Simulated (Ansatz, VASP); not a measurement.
# Two plane-wave programs on LiF

```
Li F
1.0
     3.06094    0.00000    0.00000
    -1.53047    2.65085    0.00000
     0.00000    0.00000    4.80732
Li F
2 2
Direct
  0.33333 0.66667 0.38115
  0.66667 0.33333 0.88115
  0.33333 0.66667 0.99384
  0.66667 0.33333 0.49384
```

Measurements of this composition are mostly on another form, of space group No. 225.

Alike in both runs: task single point; functional PBEsol; k mesh 6 × 6 × 4; occupations gaussian, width 0.1 eV; no spin polarisation.

|  | VASP | Ansatz |
| --- | --- | --- |
| version | VASP 6.6.1 | Ansatz 0.2.0 |
| potentials or method | VASP PAW PBE potentials, release 64 (Li_sv, F) | scalar-relativistic, plane waves, PAW |
| plane-wave cutoff (eV) | 520 | 420 |
| valence electrons in the cell | 20 | 20 |

```csv
,VASP,Ansatz,Ansatz less VASP
gap on the k mesh at the Fermi level (eV),7.74,7.75,+0.013
least direct gap on the mesh (eV),7.74,7.75,+0.013
```

 A k mesh can miss the band edges.
